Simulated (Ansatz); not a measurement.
`CC(F)CF` + `F[C](F)F`• → `[CH2]C(F)CF`• + trifluoromethane  (hydrogen abstraction from a C–H bond)

Gas-phase electronic energies from Ansatz, PBE0-D4/def2-TZVP geometries. CCSD(T)/CBS adds triple-zeta CCSD(T) − MP2 to the extrapolated MP2 energy (def2 sets, frozen cores). This one scheme is used for every species. Functionals use def2-TZVPP. Open shells (•) are unrestricted, without spin–orbit coupling. One conformer a species, not always the lowest.

```
       species  LDA (SPW92) energy (Eh)
     `CC(F)CF`               -315.36276
   `F[C](F)F`•               -335.48173
`[CH2]C(F)CF`•               -314.69330
      `FC(F)F`               -336.14852
```

(1) Work out ΔE.

Largest T1 diagnostic among the species: 0.014.

Results:

(1) ΔE = (-314.69330) + (-336.14852) − (-315.36276) − (-335.48173) = 0.00267 Eh = +7.0 kJ/mol. CCSD(T)/CBS gives -11.0 kJ/mol.

From BLYP to BHLYP (50 % exact exchange), in def2-TZVPP and without D4, ΔE moves by −10.2 kJ/mol. Leaving LDA and LC-ωPBE aside and taking each functional with its dispersion term where it has one, the values, not all of them listed here, spread over 14.1 kJ/mol, from BHLYP-D4 to PBE-D4. LDA lies +4.8 kJ/mol from PBE without D4. At CCSD(T), def2-SVP lies +3.6 kJ/mol from the extrapolated value and def2-TZVPP +0.1 kJ/mol.
